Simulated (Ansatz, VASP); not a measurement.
This is a calculation of TePb for VASP 6.6.1.

Contents of INCAR:

```
PREC = Accurate ; ENCUT = 520
EDIFF = 1E-6 ; ISMEAR = -1
SIGMA = 0.05 ; LREAL = F
LASPH = T ; NELM = 80
ALGO = Normal ; ISIF = 2
LWAVE = F ; LCHARG = F
GGA = PS ; NBANDS = 17
```

The input KPOINTS:

```
regular mesh
0
Gamma
  7 7 7
```

Contents of POSCAR:

```
TePb
1.0
    0.0000000000      3.1873324849      3.1873324849
    3.1873324849      0.0000000000      3.1873324849
    3.1873324849      3.1873324849      0.0000000000
Pb Te
1 1
Direct
    0.0000000000      0.0000000000      0.0000000000
    0.5000000000      0.5000000000      0.5000000000
```

Potentials or basis: VASP PAW PBE potentials, release 64 (Pb_d, Te).

Command:

```console
$ cat potpaw_PBE.64/Pb_d/POTCAR potpaw_PBE.64/Te/POTCAR > POTCAR
$ mpirun -np 1 vasp_std > vasp.out
```

Q: Set up the same calculation for Ansatz 0.2.0. Potentials there: all-electron LAPW, scalar-relativistic.

A: As run (the cutoff follows the program's own potentials):

Contents of input.yaml:

```yaml
crystal:
  lattice:
    - [0.0, 3.1873324849, 3.1873324849]
    - [3.1873324849, 0.0, 3.1873324849]
    - [3.1873324849, 3.1873324849, 0.0]
  atoms:
    - { symbol: Pb, position: [0.0, 0.0, 0.0] }
    - { symbol: Te, position: [0.5, 0.5, 0.5] }
kpoints:
  mp_grid: { grid: [7, 7, 7] }
scf:
  occupations: { method: fermi_dirac, width: 0.05 }
hamiltonian:
  xc: pbesol
  pseudopotentials: { kind: all_electron, lapw: { basis_error: 0.0005 } }
output:
  forces: true
  stress: true
  eigenvalues: true
```

Potentials or basis: all-electron LAPW, scalar-relativistic.

Launch:

```console
$ ansatz run input.yaml --threads 1 --pin off --max-ram 3072MiB --backend cpu --events-out ev --progress --plain --runs-dir out
```

Both were run:

|  | VASP | Ansatz | Ansatz less VASP |
| --- | --- | --- | --- |
| gap on the k mesh at the Fermi level (eV) | 0.90 | 0.89 | -0.004 |
| least direct gap on the mesh (eV) | 0.90 | 0.89 | -0.004 |
| pressure (GPa) | 1.5 | 1.5 | +0.04 |

Ansatz ran all-electron here, so the differences hold the error of VASP's frozen core and of both bases.

Caveats: the PAW data sets were made with another functional, which shifts forces and pressure a little (VASP). The runs have no spin-orbit coupling, so splittings on Pb, Te are missing.
